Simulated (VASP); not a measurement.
Write the native input for VASP 6.6.1 that does the following.

```
Task                               : relaxation of cell and atoms
Functional                         : PBE0
Potentials or basis                : VASP PAW PBE potentials, release 64 (As, B)
Cutoff                             : 600 eV
k mesh                             : 5 × 5 × 5
Occupations                        : fermi-dirac, width 0.05 eV
Spin                               : no spin polarisation
Grid for exact exchange (PRECFOCK) : Fast
Exchange at q = 0                  : default
Further INCAR settings             : ALGO = Normal; EDIFF = 1e-07; IBRION = 2; EDIFFG = -0.01; NSW = 60; ISIF = 3
```

Crystal: BAs.

```
As B
1.0
     0.00000    2.38850    2.38850
     2.38850    0.00000    2.38850
     2.38850    2.38850    0.00000
As B
1 1
Cartesian
  3.5827 3.5827 3.5827
  0.0000 0.0000 0.0000
```

The input as run:

POSCAR

```
BAs
1.0
    0.0000000000      2.3885000000      2.3885000000
    2.3885000000      0.0000000000      2.3885000000
    2.3885000000      2.3885000000      0.0000000000
As B
1 1
Direct
    0.7500000000      0.7500000000      0.7500000000
    0.0000000000      0.0000000000      0.0000000000
```

INCAR.step1

```
SYSTEM = BAs
PREC = Accurate
ENCUT = 600
EDIFF = 1E-5
ISMEAR = -1
SIGMA = 0.05
LREAL = .FALSE.
LASPH = .TRUE.
NELM = 60
ALGO = Normal
LWAVE = .TRUE.
LCHARG = .FALSE.
GGA = PE
```

INCAR.step2

```
SYSTEM = BAs
PREC = Accurate
ENCUT = 600
EDIFF = 1E-7
ISMEAR = -1
SIGMA = 0.05
LREAL = .FALSE.
LASPH = .TRUE.
NELM = 60
ALGO = Normal
ISIF = 3
LWAVE = .FALSE.
LCHARG = .FALSE.
GGA = PE
LHFCALC = .TRUE.
AEXX = 0.25
PRECFOCK = Fast
IBRION = 2
NSW = 60
EDIFFG = -0.01
ISTART = 1
```

KPOINTS

```
Automatic mesh
0
G
  5 5 5
  0 0 0
```

Potentials or basis: VASP PAW PBE potentials, release 64 (As, B).

Run with:

```console
$ cat potpaw_PBE.64/As/POTCAR potpaw_PBE.64/B/POTCAR > POTCAR
$ cp INCAR.step1 INCAR
$ mpirun -np 1 vasp_std > vasp.out
$ cp INCAR.step2 INCAR
$ mpirun -np 1 vasp_std > vasp.out
```

Results of the run:

- Relaxed volume: 13.57 Å³/atom
- Relaxed cell: a = 3.373 Å, b = 3.373 Å, c = 3.373 Å, α = 60.00°, β = 60.00°, γ = 60.00°
- Space group after relaxing (to 0.05 Å): F-43m (No. 216)
- Energy gained by relaxing: 0.1 meV/atom
- Ionic steps: 3
- Pressure after relaxing: 0.0 GPa
- Band gap on the k mesh: 2.57 eV, indirect (least direct gap 4.86 eV)

Caveat: the k mesh is coarse (spacing up to 0.46 Å⁻¹), so the values aren't converged, least of all with exact exchange; the PAW data sets were made with another functional, which shifts forces and pressure a little; an odd mesh through Γ misses points on the zone boundary, where band edges often lie.

Wall time 2.1 min on 1 thread of AMD EPYC 9R45 (Zen 5), on a shared host, peak memory 0.13 GiB.
